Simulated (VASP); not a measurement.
A run of VASP 6.6.1:

Contents of INCAR:

```
PREC = Accurate
ENCUT = 600
EDIFF = 1E-6
ISMEAR = 0
SIGMA = 0.03
LREAL = False
LASPH = True
NELM = 80
ALGO = Normal
ISIF = 3
LWAVE = False
LCHARG = False
IBRION = 2
NSW = 90
EDIFFG = -0.01
```

KPOINTS

```
regular mesh
0
Gamma
  10 10 10
```

File POSCAR:

```
BAs
1.0
    0.0000000000      2.3885000000      2.3885000000
    2.3885000000      0.0000000000      2.3885000000
    2.3885000000      2.3885000000      0.0000000000
B As
1 1
Direct
    0.0000000000      0.0000000000      0.0000000000
    0.2500000000      0.2500000000      0.2500000000
```

Potentials or basis: VASP PAW LDA potentials, release 64 (B, As).

Run with:

```bash
$ cat potpaw_LDA.64/B/POTCAR potpaw_LDA.64/As/POTCAR > POTCAR
$ mpirun -np 1 vasp_std > vasp.out
```

Hardware: 1 thread of Intel(R) Xeon(R) Platinum 8559C (Emerald Rapids), with other jobs on the host.

Problem. How long does it take, and how much memory?

Solution. It took 13 s on 1 thread of Intel(R) Xeon(R) Platinum 8559C (Emerald Rapids), with other jobs on the host, peak memory 0.15 GiB. Counts: scf iterations 24, k points 47, ion steps 3.
